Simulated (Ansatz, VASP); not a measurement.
# Two plane-wave programs on Hf

```
Hf
1.0
     2.23579    0.00000    0.00000
     0.00000    2.23579    0.00000
     0.00000    0.00000    2.23579
Hf
1
Cartesian
  0.0000 0.0000 0.0000
```

Change from the starting cell: volume scaled by 0.45, PAW files.

Alike in both runs: task single point; functional PBE; k mesh 15 × 15 × 15; occupations fermi-dirac, width 0.08 eV; no spin polarisation.

|  | VASP | Ansatz |
| --- | --- | --- |
| version | VASP 6.6.1 | Ansatz 0.2.0 |
| potentials or method | VASP PAW PBE potentials, release 64 (Hf_pv) | PAW with Ansatz's default frozen-core files, scalar-relativistic |
| plane-wave cutoff (eV) | 520 | 420 |
| valence electrons in the cell | 10 | 26 |

|  | VASP | Ansatz | Ansatz less VASP |
| --- | --- | --- | --- |
| pressure (GPa) | 270.9 | 278.7 | +7.75 |

With one functional, cell and mesh, what is left measures potentials, basis and numerics. The two sets of potentials don't hold the same shells in valence.

Caveats: the cell as given lies far from equilibrium; so large a pressure means that the cell lies far from this level's equilibrium, or that cutoff or potentials fall short (VASP). The runs have no spin-orbit coupling, so splittings on Hf are missing.
